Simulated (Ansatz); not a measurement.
Runs of Ansatz 0.2.0 on FePt (Tetraferroplatinum). Symmetry: P4/mmm, No. 123, tetragonal system. The conventional cell has a = 2.724 Å, b = 2.724 Å, c = 3.720 Å, α = 90.00°, β = 90.00°, γ = 90.00°. Around Pt (site symmetry 4/mmm) lie 8 Fe at 2.68 Å and 4 Pt at 2.72 Å. Around Fe (site symmetry 4/mmm) lie 8 Pt at 2.68 Å and 4 Fe at 2.72 Å. 

```tsv
task	level	spin	cell	k mesh	cutoff (eV)	points for each segment of the path	gap on the mesh (eV)	pressure (GPa)	moment (μB)	relaxed volume (Å³/atom)
single point	r2SCAN0	collinear, ferromagnetic start	as given	5 × 5 × 4	500	-	none	3.7	3.90	-
relaxation of cell and atoms	PBE0	collinear, ferromagnetic start	relaxed	5 × 5 × 4	420	-	none	0.0	3.90	14.19
single point	PBE0	non-collinear, ferromagnetic start, SOC	as given	4 × 4 × 3	420	-	none	0.9	-	-
single point	PBEsol0	collinear, ferromagnetic start	as given	5 × 5 × 4	420	-	none	(c)	3.82	-
single point	r2SCANh	collinear, ferromagnetic start	as given	5 × 5 × 4	500	-	none	3.8	3.87	-
relaxation of cell and atoms	HF	collinear, ferromagnetic start	relaxed	5 × 5 × 4	420	-	none	0.0	4.54	(a)
relaxation of cell and atoms	B3LYP	collinear, ferromagnetic start	relaxed	5 × 5 × 4	420	-	none	0.0	3.90	14.78
single point	B3LYP	collinear, ferromagnetic start	as given	5 × 5 × 4	420	-	none	15.2	3.82	-
band structure	HSE03	collinear, ferromagnetic start	as given	5 × 5 × 4	420	4	none	7.2	3.90	-
band structure	HSEsol	collinear, ferromagnetic start	as given	5 × 5 × 4	420	4	none	(b)	3.90	-
single point	PBE0	collinear, ferromagnetic start	as given	5 × 5 × 4	420	-	none	6.8	3.90	-
```

Alike in all rows: potentials or basis Ansatz PAW; smearing fermi-dirac 0.05 eV; the mesh is coarse, so values aren't converged.

Q: Estimate the missing entries.

A: (a) 15.85; (b) 0.6; (c) -1.2.

Caveats: all runs use coarse meshes; the magnetic or orbital state may not be the lowest; the PAW data sets come from PBE, with cores solved anew for the run's functional, which leaves a small shift of forces and pressure; the thresholds are loose for stress (some runs); the plane-wave basis is chosen anew once the cell has moved, so the energies of steps on either side of that aren't comparable (some runs); spin-orbit coupling is left out, which moves the levels of the heavy elements (some runs); moments are unreliable in this version under spin-orbit coupling with a hybrid or U, so they aren't listed (some runs); the volume moved by +15 % from the deposited cell, more than functionals usually miss (some runs).

A k mesh can miss the band edges, and rows without SOC leave out spin-orbit coupling on Pt.

A gap of «none» marks a metal or a gap under the smearing width.
